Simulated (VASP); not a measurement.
Write the native input for VASP 6.6.1 that does the following.

```
Task                               : band structure
Functional                         : HSE06
Potentials or basis                : VASP PAW PBE potentials, release 64 (Be, Te)
Cutoff                             : 520 eV
k mesh                             : 6 × 6 × 6
Occupations                        : gaussian, width 0.02 eV
Spin                               : no spin polarisation
Grid for exact exchange (PRECFOCK) : Fast
Screening parameter                : 0.2 1/A
Further INCAR settings             : ALGO = Normal; EDIFF = 1e-06; NBANDS = 11
```

The system is BeTe.

```
Be Te
1.0
     0.00000    2.77000    2.77000
     2.77000    0.00000    2.77000
     2.77000    2.77000    0.00000
Be Te
1 1
Direct
  0.00000 0.00000 0.00000
  0.25000 0.25000 0.25000
```

The input as run:

POSCAR

```
BeTe
1.0
    0.0000000000      2.7700000000      2.7700000000
    2.7700000000      0.0000000000      2.7700000000
    2.7700000000      2.7700000000      0.0000000000
Be Te
1 1
Direct
    0.0000000000      0.0000000000      0.0000000000
    0.2500000000      0.2500000000      0.2500000000
```

INCAR.step1

```
SYSTEM = BeTe
PREC = Accurate
ENCUT = 520
EDIFF = 1E-5
ISMEAR = 0
SIGMA = 0.02
LREAL = .FALSE.
LASPH = .TRUE.
NELM = 60
ALGO = Normal
ISIF = 2
LWAVE = .TRUE.
LCHARG = .FALSE.
NBANDS = 11
GGA = PE
```

INCAR.step2

```
SYSTEM = BeTe
PREC = Accurate
ENCUT = 520
EDIFF = 1E-6
ISMEAR = 0
SIGMA = 0.02
LREAL = .FALSE.
LASPH = .TRUE.
NELM = 60
ALGO = Normal
ISIF = 2
LWAVE = .FALSE.
LCHARG = .FALSE.
GGA = PE
LHFCALC = .TRUE.
HFSCREEN = 0.2
PRECFOCK = Fast
NBANDS = 11
ISTART = 1
```

KPOINTS

```
Automatic mesh
0
G
  6 6 6
  0 0 0
```

KPOINTS_OPT

```
path GXWKGLUWLK,UX
12
line-mode
reciprocal
 0.0000000000  0.0000000000  0.0000000000  G
 0.5000000000  0.0000000000  0.5000000000  X

 0.5000000000  0.0000000000  0.5000000000  X
 0.5000000000  0.2500000000  0.7500000000  W

 0.5000000000  0.2500000000  0.7500000000  W
 0.3750000000  0.3750000000  0.7500000000  K

 0.3750000000  0.3750000000  0.7500000000  K
 0.0000000000  0.0000000000  0.0000000000  G

 0.0000000000  0.0000000000  0.0000000000  G
 0.5000000000  0.5000000000  0.5000000000  L

 0.5000000000  0.5000000000  0.5000000000  L
 0.6250000000  0.2500000000  0.6250000000  U

 0.6250000000  0.2500000000  0.6250000000  U
 0.5000000000  0.2500000000  0.7500000000  W

 0.5000000000  0.2500000000  0.7500000000  W
 0.5000000000  0.5000000000  0.5000000000  L

 0.5000000000  0.5000000000  0.5000000000  L
 0.3750000000  0.3750000000  0.7500000000  K

 0.6250000000  0.2500000000  0.6250000000  U
 0.5000000000  0.0000000000  0.5000000000  X
```

Potentials or basis: VASP PAW PBE potentials, release 64 (Be, Te).

Launch:

```console
$ cat potpaw_PBE.64/Be/POTCAR potpaw_PBE.64/Te/POTCAR > POTCAR
$ cp INCAR.step1 INCAR
$ mpirun -np 1 vasp_std > vasp.out
$ cp INCAR.step2 INCAR
$ mpirun -np 1 vasp_std > vasp.out
```

Results of the run:

- Pressure: 3.1 GPa
- Band gap on the k mesh: 2.52 eV, indirect (least direct gap 4.44 eV)
- Band gap along the path: 2.52 eV, indirect (least direct gap 4.44 eV)

Caveat: the PAW data sets were made with another functional, which shifts forces and pressure a little; spin-orbit coupling is left out, which moves the levels of the heavy elements.

Wall time 23 min on 1 thread of Intel(R) Xeon(R) 6975P-C (Granite Rapids), on a shared host, peak memory 0.35 GiB.
